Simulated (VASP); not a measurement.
# CuAu (P4/mmm) in VASP: a series of runs, part 2 of 2

VASP 6.6.1. Earlier steps stand in the parts before.

## 5. Single point, PBE

File INCAR:

```
SYSTEM = CuAu
ADDGRID  = .FALSE.      
ALGO     = Normal         ! electronic algorithm
EDIFF    = 1E-6           ! SCF threshold, eV
ENCUT    = 460            ! plane-wave cutoff, eV
GGA      = PE             ! functional
ISIF     = 2              ! what is computed and relaxed
ISMEAR   = 1              ! smearing method
LASPH    = .TRUE.         ! aspherical terms in the spheres
LCHARG   = .FALSE.        ! write CHGCAR
LREAL    = .FALSE.        ! projectors in reciprocal space
LWAVE    = .FALSE.        ! write WAVECAR
NBANDS   = 18             ! bands
NELM     = 100            ! most SCF steps
PREC     = Accurate       ! precision mode
SIGMA    = 0.4            ! smearing width, eV
```

File KPOINTS:

```
k-points
0
G
  5 5 4
  0 0 0
```

File POSCAR:

```
CuAu
1.0
    2.8107494552      0.0000000000      0.0000000000
    0.0000000000      2.8107494552      0.0000000000
    0.0000000000      0.0000000000      3.6850000000
Au Cu
1 1
Direct
    0.0257070000      0.0114430000     -0.0258500000
    0.4994280000      0.4658820000      0.5068750000
```

Potentials or basis: VASP PAW PBE potentials, release 64 (Au, Cu).

Launch:

```console
$ cat potpaw_PBE.64/Au/POTCAR potpaw_PBE.64/Cu/POTCAR > POTCAR
$ mpirun -np 1 vasp_std > vasp.out
```

OUTCAR:

```text
SYSTEM = CuAu
   EDIFF = 1E-6
   ENCUT = 460
   GGA = PE
   ISIF = 2
   ISMEAR = 1
   LASPH = .TRUE.
   LREAL = .FALSE.
   NELM = 100
   PREC = Accurate

 Found     51 irreducible k-points:

 Following reciprocal coordinates:
            Coordinates               Weight
  0.000000  0.000000  0.000000      1.000000
  0.200000  0.000000  0.000000      2.000000
  0.000000  0.200000  0.000000      2.000000
  0.400000  0.000000  0.000000      2.000000
  0.000000  0.400000  0.000000      2.000000
  0.200000  0.200000  0.000000      2.000000
   k-points           NKPTS =     51   k-points in BZ     NKDIM =     51   number of bands    NBANDS=     18
   number of dos      NEDOS =    301   number of ions     NIONS =      2
   total plane-waves  NPLWV =  11200
   dimension x,y,z NGX =    20 NGY =   20 NGZ =   28
   dimension x,y,z NGXF=    40 NGYF=   40 NGZF=   56
   ions per type =               1   1
   NGX,Y,Z   is equivalent  to a cutoff of  11.83, 11.83, 12.63 a.u.
   NGXF,Y,Z  is equivalent  to a cutoff of  23.66, 23.66, 25.26 a.u.
 SYSTEM =  CuAu
   PREC   = accura    normal or accurate (medium, high low for compatibility)
   ISTART =      0    job   : 0-new  1-cont  2-samecut
   ICHARG =      2    charge: 1-file 2-atom 10-const
   ISPIN  =      1    spin polarized calculation?
   LNONCOLLINEAR =      F non collinear calculations
   LSORBIT =      F    spin-orbit coupling
   LASPH  =      T    aspherical Exc in radial PAW
   ENCUT  =  460.0 eV  33.81 Ry    5.81 a.u.   4.92  4.92  6.44*2*pi/ulx,y,z
   NELM   =    100;   NELMIN=  2; NELMDL= -5     # of ELM steps
   EDIFF  = 0.1E-05   stopping-criterion for ELM
   LREAL  =      F    real-space projection
   EDIFFG = 0.1E-04   stopping-criterion for IOM
   NSW    =      0    number of steps for IOM
   IBRION =     -1    ionic relax: 0-MD 1-quasi-New 2-CG
   NFREE  =      0    steps in history (QN), initial steepest desc. (CG)
   ISIF   =      2    stress and relaxation
   ISYM   =      2    0-nonsym 1-usesym 2-fastsym
   POTIM  = 0.5000    time-step for ionic-motion
   TEBEG  =    0.0;   TEEND  =   0.0 temperature during run
   PSTRESS=    0.0 pullay stress
   NELECT =      22.0000    total number of electrons
   NUPDOWN=      -1.0000    fix difference up-down
   EMIN   =  10.00;   EMAX   =-10.00  energy-range for DOS
   EFERMI =   0.00;   METHOD = LEGACY
   ISMEAR =     1;   SIGMA  =   0.40  broadening in eV -4-tet -1-fermi 0-gaus
   EFERMI_NEDOS =   21; number of points for ismear=-14 and -15
   IALGO  =     38    algorithm
   IMIX   =      4    mixing-type and parameters
     AMIX     =   0.40;   BMIX     =  1.00
     AMIX_MAG =   1.60;   BMIX_MAG =  1.00
  volume/ion in A,a.u.               =      14.56        98.23
  Fermi-wavevector in a.u.,A,eV,Ry     =   1.491152  2.817868 30.253005  2.223533
  Thomas-Fermi vector in A             =   2.603843
   LORBIT       =      0    0 simple, 1 ext, 2 COOP (PROOUT), +10 PAW based schemes
   GGA     = PE    functional components
   LHFCALC =     F    Hartree Fock is set to
   AEXX    =    0.0000 exact exchange contribution
   IVDW    =     0    specifies the selected vdW correction
   LEPSILON=     F    determine dielectric tensor
   LRPA    =     F    only Hartree local field effects (RPA)
 non-spin polarized calculation
 Methfessel and Paxton  Order N= 1 SIGMA  =   0.40
  energy-cutoff  :      460.00
  volume of cell :       29.11
 maximum number of plane-waves:       667
   NGX =  9   NGY =  9   NGZ = 13

 number of electron      21.9999994 magnetization

 Free energy of the ion-electron system (eV)
  ---------------------------------------------------
  ext. energy  EPLUGINS =         0.00000000
  ---------------------------------------------------
  free energy    TOTEN  =        -7.05694991 eV

  energy without entropy =       -7.05472785  energy(sigma->0) =       -7.05620923

 E-fermi :   9.0434     XC(G=0): -12.6519

 val. band max:        8.9912117680   @ k =   0.2000   0.4000   0.5000
 cond. band min:       9.2750289184   @ k =  -0.4000  -0.4000   0.2500
 fundamental gap:      0.2838171504
 Fermi energy:         9.0433816647

 k-point     1 :       0.0000    0.0000    0.0000
  band No.  band energies     occupation
      1      -1.0371      2.00000
      2       2.1358      2.00000
      3       2.2679      2.00000
      4       4.6155      2.00000
      5       4.6945      2.00000
      6       5.7363      2.00000
[... 10 lines left out ...]
     17      25.4534      0.00000
     18      26.2567      0.00000

 k-point     2 :       0.2000    0.0000    0.0000
  band No.  band energies     occupation
      1      -0.1533      2.00000
      2       2.4598      2.00000
      3       2.8778      2.00000
      4       4.1149      2.00000
      5       4.8439      2.00000
      6       5.3324      2.00000
[... 10 lines left out ...]
     17      25.7806      0.00000
     18      27.4696      0.00000

 k-point     3 :       0.0000    0.2000    0.0000
  band No.  band energies     occupation
      1      -0.1569      2.00000
      2       2.4462      2.00000
      3       2.8955      2.00000
      4       4.1475      2.00000
      5       4.8120      2.00000
      6       5.3535      2.00000
[... 10 lines left out ...]
     17      25.8124      0.00000
     18      27.5199      0.00000

 k-point     4 :       0.4000    0.0000    0.0000
  band No.  band energies     occupation
      1       1.6575      2.00000
      2       3.0624      2.00000
      3       3.3020      2.00000
      4       4.1193      2.00000
      5       4.6742      2.00000
      6       5.1570      2.00000
[... 10 lines left out ...]
     17      23.7055      0.00000
     18      25.2264      0.00000

 k-point     5 :       0.0000    0.4000    0.0000
  band No.  band energies     occupation
      1       1.6401      2.00000
      2       3.0568      2.00000
      3       3.3245      2.00000
      4       4.1413      2.00000
      5       4.7011      2.00000
      6       5.1861      2.00000
[... 10 lines left out ...]
     17      23.7737      0.00000
     18      25.2406      0.00000

 k-point     6 :       0.2000    0.2000    0.0000
  band No.  band energies     occupation
      1       0.6952      2.00000
      2       3.0309      2.00000
      3       3.1542      2.00000
      4       4.0257      2.00000
      5       4.2498      2.00000
      6       4.8333      2.00000
[... 10 lines left out ...]
     17      26.0799      0.00000
     18      26.5248      0.00000

 [... further k-points ...]

------------------------ aborting loop because EDIFF is reached ----------------------------------------

  FORCE on cell =-STRESS in cart. coord.  units (eV):
  Direction    XX          YY          ZZ          XY          YZ          ZX
  --------------------------------------------------------------------------------------
  -------------------------------------------------------------------------------------
  Total        1.2006201      1.1164553      1.0796780      0.1180823     -0.3426186     -0.2060868
  in kB       66.0745822     61.4426800     59.4186897      6.4985091    -18.8555740    -11.3417211
  external PRESSURE =      62.3119840 kB  Pullay stress =       0.0000000 kB

 VOLUME and BASIS-vectors are now :
 -----------------------------------------------------------------------------
  energy-cutoff  :      460.00
  volume of cell :       29.11
      direct lattice vectors                 reciprocal lattice vectors
     2.810749455  0.000000000  0.000000000     0.355776997  0.000000000  0.000000000
     0.000000000  2.810749455  0.000000000     0.000000000  0.355776997  0.000000000
     0.000000000  0.000000000  3.685000000     0.000000000  0.000000000  0.271370421

 POSITION                                       TOTAL-FORCE (eV/Angst)
 -----------------------------------------------------------------------------------
      0.07226      0.03216      3.58974        -0.307425     -0.513882      0.899427
      1.40377      1.30948      1.86783         0.307425      0.513882     -0.899427
 -----------------------------------------------------------------------------------
    total drift:                                0.000196      0.001105     -0.000887

  FREE ENERGIE OF THE ION-ELECTRON SYSTEM (eV)
  ---------------------------------------------------
  free  energy   TOTEN  =        -7.0569499114 eV

  energy  without entropy=       -7.0547278526  energy(sigma->0) =       -7.05620923
```

It took 16 s on 1 thread of Intel Xeon Platinum 8375C at 2.90GHz (Ice Lake), shared host; peak memory 0.14 GiB.

The run converged, but some of its settings lie outside the range that counts as converged, so its numbers aren't taken as properties of the crystal.

Results:

| Quantity | Value |
| --- | --- |
| Free energy | -7.0569 eV |
| Pressure | 6.2 GPa |
| Largest force | 1.081 eV/Å |
| Band gap on the k mesh | none (metal or under the smearing width) |

Caveat: the k mesh is coarse (spacing up to 0.45 Å⁻¹), so the values aren't converged.

## 6. Single point, PBE

INCAR, as its differences from that of step 5:

```diff
@@ -15,2 +15,2 @@
 PREC     = Accurate       ! precision mode
-SIGMA    = 0.4            ! smearing width, eV
+SIGMA    = 0.1            ! smearing width, eV
```

KPOINTS is that of step 5.

File POSCAR:

```
CuAu
1.0
    2.8107494552      0.0000000000      0.0000000000
    0.0000000000      2.8107494552      0.0000000000
    0.0000000000      0.0000000000      3.6850000000
Au Cu
1 1
Direct
    0.0000000000      0.0000000000      0.0000000000
    0.5000000000      0.5000000000      0.5000000000
```

Potentials or basis: VASP PAW PBE potentials, release 64 (Au, Cu).

Launch:

```console
$ cat potpaw_PBE.64/Au/POTCAR potpaw_PBE.64/Cu/POTCAR > POTCAR
$ mpirun -np 1 vasp_std > vasp.out
```

Wall time 8.8 s (1 thread of Intel Xeon Platinum 8375C at 2.90GHz (Ice Lake), shared host); peak memory 0.13 GiB.

The run converged, but some of its settings lie outside the range that counts as converged, so its numbers aren't taken as properties of the crystal.

What came out:

* Free energy: -7.1477 eV
* Pressure: 4.0 GPa
* Band gap on the k mesh: none (metal or under the smearing width)

Caveat: the k mesh is coarse (spacing up to 0.45 Å⁻¹), so the values aren't converged.
